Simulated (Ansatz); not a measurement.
## Structural energy differences of antimony

Theory: DFT, RPBE, plane waves (420 eV) with PAW, scalar-relativistic (Ansatz). (PAW data from PBE, frozen cores regenerated.)

Each structure is relaxed within its own symmetry, so a high-lying one may be dynamically unstable.

```csv
structure,ΔE (meV/atom),V (Å³/atom),cell,magnetic state
A7 rhombohedral,0,33.38,"a = 4.400 Å, c = 11.948 Å (c/a = 2.716)",spin not included
simple cubic,64,30.66,a = 3.130 Å,spin not included
beta-Sn type,137,30.21,"a = 6.102 Å, c = 3.246 Å (c/a = 0.532)",spin not included
diamond,251,44.33,a = 7.078 Å,spin not included
bcc,260,27.87,a = 3.820 Å,spin not included
omega (AlB2-type),275,28.26,"a = 5.475 Å, c = 3.265 Å (c/a = 0.596)",spin not included
hcp,308,28.04,"a = 3.392 Å, c = 5.626 Å (c/a = 1.658)",spin not included
dhcp,315,28.06,"a = 3.367 Å, c = 11.432 Å (c/a = 3.395)",spin not included
fcc,344,28.08,a = 4.825 Å,spin not included
A15,406,28.70,a = 6.123 Å,spin not included
```

ΔE counts from A7 rhombohedral.

Differences under about 8 meV lie within the error of the k-point mesh.
